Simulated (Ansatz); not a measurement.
# H17C40Cl: the cost of one run

Program: Ansatz 0.2.0. Level of theory: DFT LDA, plane waves, PAW, scalar-relativistic, no spin polarisation. These are calculated values, not measurements.

1 further run of the same task is left out (it didn't finish).

## (1) Starting point

The cell holds 58 atoms (C40H17Cl): a = 5.049 Å, b = 10.097 Å, c = 17.165 Å, α = 90.00°, β = 90.00°, γ = 90.00°.

Its coordinates follow in the input file.

## (2) Relaxing end A

input.yaml

```yaml
crystal:
  lattice:
    - [5.048742, 0.0, 0.0]
    - [0.0, 10.097485, 0.0]
    - [0.0, 0.0, 17.1647]
  atoms:
    - { symbol: H, position: [0.4277868, 0.0, 0.0582591] }
    - { symbol: H, position: [0.0722132, 0.0, 0.0582591] }
    - { symbol: H, position: [0.9277868, 0.0, 0.0582591] }
    - { symbol: H, position: [0.5722132, 0.0, 0.0582591] }
    - { symbol: H, position: [0.4277868, 0.25, 0.0582591] }
    - { symbol: H, position: [0.0722132, 0.25, 0.0582591] }
    - { symbol: H, position: [0.9277868, 0.25, 0.0582591] }
    - { symbol: H, position: [0.5722132, 0.25, 0.0582591] }
    - { symbol: H, position: [0.4277868, 0.5, 0.0582591] }
    - { symbol: H, position: [0.0722132, 0.5, 0.0582591] }
    - { symbol: H, position: [0.9277868, 0.5, 0.0582591] }
    - { symbol: H, position: [0.5722132, 0.5, 0.0582591] }
    - { symbol: H, position: [0.4277868, 0.75, 0.0582591] }
    - { symbol: H, position: [0.0722132, 0.75, 0.0582591] }
    - { symbol: H, position: [0.9277868, 0.75, 0.0582591] }
    - { symbol: H, position: [0.5722132, 0.75, 0.0582591] }
    - { symbol: C, position: [0.25, 0.0, 0.0952362] }
    - { symbol: C, position: [0.75, 0.0, 0.0952362] }
    - { symbol: C, position: [0.25, 0.25, 0.0952362] }
    - { symbol: C, position: [0.75, 0.25, 0.0952362] }
    - { symbol: C, position: [0.25, 0.5, 0.0952362] }
    - { symbol: C, position: [0.75, 0.5, 0.0952362] }
    - { symbol: C, position: [0.25, 0.75, 0.0952362] }
    - { symbol: C, position: [0.75, 0.75, 0.0952362] }
    - { symbol: C, position: [0.25, 0.125, 0.1472324] }
    - { symbol: C, position: [0.75, 0.125, 0.1472324] }
    - { symbol: C, position: [0.25, 0.375, 0.1472324] }
    - { symbol: C, position: [0.75, 0.375, 0.1472324] }
    - { symbol: C, position: [0.25, 0.625, 0.1472324] }
    - { symbol: C, position: [0.75, 0.625, 0.1472324] }
    - { symbol: C, position: [0.25, 0.875, 0.1472324] }
    - { symbol: C, position: [0.75, 0.875, 0.1472324] }
    - { symbol: C, position: [0.0, 0.125, 0.1992286] }
    - { symbol: C, position: [0.5, 0.125, 0.1992286] }
    - { symbol: C, position: [0.0, 0.375, 0.1992286] }
    - { symbol: C, position: [0.5, 0.375, 0.1992286] }
    - { symbol: C, position: [0.0, 0.625, 0.1992286] }
    - { symbol: C, position: [0.5, 0.625, 0.1992286] }
    - { symbol: C, position: [0.0, 0.875, 0.1992286] }
    - { symbol: C, position: [0.5, 0.875, 0.1992286] }
    - { symbol: C, position: [0.0, 0.0, 0.2512249] }
    - { symbol: C, position: [0.5, 0.0, 0.2512249] }
    - { symbol: C, position: [0.0, 0.25, 0.2512249] }
    - { symbol: C, position: [0.5, 0.25, 0.2512249] }
    - { symbol: C, position: [0.0, 0.5, 0.2512249] }
    - { symbol: C, position: [0.5, 0.5, 0.2512249] }
    - { symbol: C, position: [0.0, 0.75, 0.2512249] }
    - { symbol: C, position: [0.5, 0.75, 0.2512249] }
    - { symbol: C, position: [0.25, 0.0484534, 0.3008908] }
    - { symbol: C, position: [0.75, 0.0484534, 0.3008908] }
    - { symbol: C, position: [0.25, 0.2015466, 0.2799175] }
    - { symbol: C, position: [0.75, 0.2015466, 0.2799175] }
    - { symbol: C, position: [0.25, 0.5484534, 0.3008908] }
    - { symbol: C, position: [0.75, 0.5484534, 0.3008908] }
    - { symbol: C, position: [0.25, 0.7015466, 0.2799175] }
    - { symbol: C, position: [0.75, 0.7015466, 0.2799175] }
    - { symbol: Cl, position: [0.8372974, 0.6637005, 0.4313912] }
    - { symbol: H, position: [1.0712117, 0.6847794, 0.4576078] }
basis:
  ecutwfc: 420.0
kpoints:
  mp_grid: { grid: [2, 1, 1] }
hamiltonian:
  xc: lda
  pseudopotentials: { kind: paw, azcp: { folder: soft_1 } }
scf:
  occupations: { method: gaussian, width: 0.02 }
  lower_state_search: "off"
relax:
  f_tol: 0.03
  max_steps: 60
  adjacent_minimum: "off"
  constraints:
    - { sites: [0, 1, 2, 3, 4, 5, 6, 7, 8, 9, 10, 11, 12, 13, 14, 15, 16, 17, 18, 19, 20, 21, 22, 23, 24, 25, 26, 27, 28, 29, 30, 31] }
```

Run with:

```
> ansatz run input.yaml --threads 2 --pin off --max-ram 5120MiB --backend cpu --events-out ev --progress --plain --runs-dir out
```

**Question.** How long does this run take on 2 threads of Arm Neoverse V2, shared host, and how much memory does it need?

About 4.3 min, with a peak of 1.5 GiB.
